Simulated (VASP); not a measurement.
Write the native input for VASP 6.6.1 that does the following.

* Task: relaxation of the atoms
* Functional: HSE03
* Dispersion: D3
* Potentials or basis: VASP PAW PBE potentials, release 64 (Br, K_sv)
* Cutoff: 520 eV
* k mesh: 4 × 4 × 4
* Occupations: fermi-dirac, width 0.1 eV
* Spin: no spin polarisation
* Grid for exact exchange (PRECFOCK): Fast
* Further INCAR settings: ALGO = Normal; EDIFF = 1e-06; IBRION = 1; EDIFFG = -0.05; NSW = 60

Crystal: KBr.

```
Br K
1.0
    -0.06873    3.30535    3.28608
     3.21784   -0.03175    3.24910
     3.25976    3.31029   -0.07367
Br K
1 1
Direct
  0.50000 0.50000 0.50000
  0.00000 0.00000 0.00000
```

The cell isn't the ideal one: cell strained at random at fixed volume.

One way to write it, as run:

POSCAR

```
KBr
1.0
   -0.0687310000      3.3053510000      3.2860830000
    3.2178360000     -0.0317500000      3.2491020000
    3.2597600000      3.3102930000     -0.0736740000
Br K
1 1
Direct
    0.5000000000      0.5000000000      0.5000000000
    0.0000000000      0.0000000000      0.0000000000
```

INCAR.step1

```
ALGO = Normal ; EDIFF = 1E-5
ENCUT = 520 ; GGA = PE
ISMEAR = -1 ; LASPH = True
LCHARG = False ; LREAL = False
LWAVE = True ; NELM = 100
PREC = Accurate ; SIGMA = 0.1
```

INCAR.step2

```
ALGO = Normal ; EDIFF = 1E-6
EDIFFG = -0.05 ; ENCUT = 520
GGA = PE ; HFSCREEN = 0.3
IBRION = 1 ; ISIF = 2
ISMEAR = -1 ; ISTART = 1
IVDW = 11 ; LASPH = True
LCHARG = False ; LHFCALC = True
LREAL = False ; LWAVE = False
NELM = 100 ; NSW = 60
PREC = Accurate ; PRECFOCK = Fast
SIGMA = 0.1 ; VDW_S6 = 1.0
VDW_S8 = 1.0156 ; VDW_SR = 1.3944
VDW_SR8 = 1.0
```

KPOINTS

```
k-points
0
Gamma
  4 4 4
```

Potentials or basis: VASP PAW PBE potentials, release 64 (Br, K_sv).

Command:

```console
$ cat potpaw_PBE.64/Br/POTCAR potpaw_PBE.64/K_sv/POTCAR > POTCAR
$ cp INCAR.step1 INCAR
$ mpirun -np 1 vasp_std > vasp.out
$ cp INCAR.step2 INCAR
$ mpirun -np 1 vasp_std > vasp.out
```

Results of the run:

The pressure after relaxing is 0.5 GPa and the band gap on the k mesh is 5.32 eV, direct. The dispersion energy per atom is -0.251 eV.

Caveat: the relaxation stopped at its first step, so nothing moved; the PAW data sets were made with another functional, which shifts forces and pressure a little.

It took 8.1 min on 1 thread of Intel(R) Xeon(R) Platinum 8488C (Sapphire Rapids), with other jobs on the host, peak memory 0.33 GiB.
